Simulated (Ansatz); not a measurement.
# CdSe: elastic constants

How stiff is the crystal, and how unevenly? Runs: reference run (LAPW and crystal datasets); ions clamped (LAPW). Companion runs by PAW are cited.

Computed with Ansatz 0.2.0 (DFT PBEsol, all-electron LAPW and all-electron PAW on datasets made for the crystal («crystal datasets»), scalar-relativistic unless said, unless a step's input says otherwise).

2 further runs of the same task are left out: 1 that didn't finish, 1 set aside as unsound or not needed.

## Step 1: The system as given

Symmetry: F-43m, No. 216, cubic system. The conventional cell has a = 6.083 Å, b = 6.083 Å, c = 6.083 Å, α = 90.00°, β = 90.00°, γ = 90.00°. Around Cd (site symmetry -43m) lie 4 Se at 2.63 Å. Se (site symmetry -43m) has 4 Cd at 2.63 Å as nearest neighbours.

Structure file:

```xyz
2
Lattice="0.0000 3.0413 3.0413 3.0413 0.0000 3.0413 3.0413 3.0413 0.0000" Properties=species:S:1:pos:R:3 pbc="T T T"
Cd    0.0000    0.0000    0.0000
Se    4.5620    4.5620    4.5620
```

Cartesian axes are those of the input's lattice vectors. The structure goes back to a database entry.

## Step 2: Reference run, LAPW

The input, input.yaml:

```yaml
crystal:
  lattice:
    - [0.0, 3.04132097651, 3.04132097651]
    - [3.04132097651, 0.0, 3.04132097651]
    - [3.04132097651, 3.04132097651, 0.0]
  atoms:
    - { symbol: Cd, position: [0.0, 0.0, 0.0] }
    - { symbol: Se, position: [0.75, 0.75, 0.75] }
kpoints:
  mp_grid: { grid: [6, 6, 6] }
scf:
  occupations: { method: fixed }
hamiltonian:
  xc: pbesol
  pseudopotentials: { kind: all_electron, lapw: { basis_error: 0.001 } }
elastic:
  mode: relaxed_ion
  stencil: two_point
  amplitude: 0.008
```

Launch:

```
> ansatz run input.yaml --threads 1 --pin off --max-ram 2560MiB --backend cpu --events-out ev --progress --plain --runs-dir out
```

## Step 3: Reference run, crystal datasets

input.yaml, as its differences from that of step 2:

```diff
@@ -14,3 +14,3 @@
   xc: pbesol
-  pseudopotentials: { kind: all_electron, lapw: { basis_error: 0.001 } }
+  pseudopotentials: { kind: all_electron, datasets: crystal }
 elastic:
```

## Step 4: Ions clamped, LAPW

input.yaml, as its differences from that of step 3:

```diff
@@ -14,5 +14,5 @@
   xc: pbesol
-  pseudopotentials: { kind: all_electron, datasets: crystal }
+  pseudopotentials: { kind: all_electron, lapw: { basis_error: 0.001 } }
 elastic:
-  mode: relaxed_ion
+  mode: clamped_ion
   stencil: two_point
```

(Steps that only read results are left out.)

What does the calculation give? Wanted: C11; C12; C44; bulk, shear and Young's modulus; Debye temperature from sound speeds; universal anisotropy index.

As calculated:

| quantity | value |
| --- | --- |
| C11 (LAPW) | 64 GPa |
| C12 (LAPW) | 46 GPa |
| C44 (LAPW) | 23 GPa |
| bulk, shear and Young's modulus | 52, 16, 42 GPa |
| Debye temperature from sound speeds | 181 K |
| universal anisotropy index | 1.11 |

All eigenvalues are positive, so the crystal is mechanically stable; by LAPW K = 52 and G = 16 GPa, K/G = 3.36, on the ductile side of Pugh's rough line at 1.75, which was drawn for metals. Young's modulus runs from 25 to 59 GPa with direction. PAW's constants lie within 0.2 GPa of LAPW's. Cautions: constants at zero field, no piezoelectric stiffening.
